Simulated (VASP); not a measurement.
# From an Ansatz input to VASP: InP (strained zincblende)

Ansatz input

```yaml
crystal:
  lattice:
    - [0.0, 2.9537876348, 2.9833255112]
    - [2.9537876348, 0.0, 2.9833255112]
    - [2.9537876348, 2.9537876348, 0.0]
  atoms:
    - { symbol: In, position: [0.0, 0.0, 0.0] }
    - { symbol: P, position: [0.25, 0.25, 0.25] }
kpoints:
  mp_grid: { grid: [8, 8, 8] }
  band_path:
    path:
      - [0.0, 0.0, 0.0]
      - [-0.5, -0.5, 0.0]
      - [-0.375, -0.375, 0.25]
      - [-0.375, 0.0, 0.375]
      - [0.0, 0.0, 0.5]
      - [-0.5, -0.25, 0.25]
    npoints: 1
hamiltonian:
  xc: r2scan
scf:
  occupations: { method: fixed }
  n_extra_bands: 4
output:
  forces: true
  stress: true
  eigenvalues: true
```

Problem. Write VASP inputs for this cell and level of theory.

Solution. 

INCAR

```
ISIF = 2
SIGMA = 0.01
ISMEAR = 0
IBRION = -1
LREAL = .FALSE.
ALGO = Normal
ENCUT = 520
NBANDS = 16
LCHARG = .FALSE.
NSW = 0
NELM = 120
LWAVE = .FALSE.
EDIFF = 1E-7
LASPH = .TRUE.
PREC = Accurate
METAGGA = R2SCAN
```

KPOINTS

```
KPOINTS created by Atomic Simulation Environment
0
Gamma
8 8 8
0 0 0
```

KPOINTS_OPT

```
special points
6
Reciprocal
0.0000000000 0.0000000000 0.0000000000 1
-0.5000000000 -0.5000000000 0.0000000000 1
-0.3750000000 -0.3750000000 0.2500000000 1
-0.3750000000 0.0000000000 0.3750000000 1
0.0000000000 0.0000000000 0.5000000000 1
-0.5000000000 -0.2500000000 0.2500000000 1
```

POSCAR

```
In P
 1.0000000000000000
     0.0000000000000000    2.9537876347999998    2.9833255111999999
     2.9537876347999998    0.0000000000000000    2.9833255111999999
     2.9537876347999998    2.9537876347999998    0.0000000000000000
 In  P
   1   1
Cartesian
  0.0000000000000000  0.0000000000000000  0.0000000000000000
  1.4768938173999999  1.4768938173999999  1.4916627555999999
```

VASP ran with the recommended PBE PAW datasets (18 valence electrons in the cell). Other inputs would serve too.

|  | Ansatz | VASP |
| --- | --- | --- |
| gap between bands v and c | 0.95 eV | 0.95 eV |
| least direct gap | 0.95 eV | 0.95 eV |
| pressure | -0.7 GPa | -0.8 GPa |

Each program uses its own PAW datasets. VASP's cell holds 18 valence electrons and Ansatz's 18. Ansatz's stress includes a Pulay correction; VASP's doesn't.
